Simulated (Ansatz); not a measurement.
The system is PtSe2 (Sudovikovite).

```
CELL_PARAMETERS angstrom
3.72400 0.00000 0.00000
-1.86200 3.22508 0.00000
0.00000 0.00000 5.06200
ATOMIC_POSITIONS crystal
Pt 0.00000 0.00000 0.00000
Se 0.66667 0.33333 0.75000
Se 0.33333 0.66667 0.25000
```

```yaml
Program: Ansatz 0.2.0
Task: relaxation of cell and atoms
Functional: r2SCAN
Dispersion: D4
Potentials_or_basis: Ansatz PAW
Cutoff: "500 eV (not typed: the program's choice for these potentials)"
k_mesh: 8 × 8 × 5
Occupations: fermi-dirac, width 0.05 eV
Spin: no spin polarisation
```

At the start: volume 20.27 Å³/atom.

Q: Where does the relaxation end?

A: It ends after 7 steps and the volume is 21.44 Å³/atom (+5.8 %); space group P-3m1 (No. 164, to 0.05 Å).

Step by step:
| step | energy change (eV) | largest force (eV/Å) | volume (Å³) |
| --- | --- | --- | --- |
| 1 | 0.0000 | 0.3764 | 60.80 |
| 2 | -0.0149 | 0.2510 | 63.73 |
| 3 | -0.0236 | 0.0021 | 63.46 |
| 4 | -0.0247 | 0.0024 | 63.71 |
| 5 | -0.0253 | 0.0097 | 64.30 |
| 6 | -0.0253 | 0.0001 | 64.32 |
| 7 | -0.0259 | 0.0001 | 64.32 |

Final structure:
```xyz
3
Lattice="3.7269 0.0000 0.0000 -1.8635 3.2276 0.0000 0.0000 0.0000 5.3475" Properties=species:S:1:pos:R:3 pbc="T T T"
Pt    0.0000    0.0000    0.0000
Se    1.8635    1.0759    4.0470
Se    0.0000    2.1517    1.3005
```

Caveat: the plane-wave basis is chosen anew once the cell has moved, so the energies of steps on either side of that aren't comparable; the PAW data sets come from PBE, with cores solved anew for the run's functional, which leaves a small shift of forces and pressure.
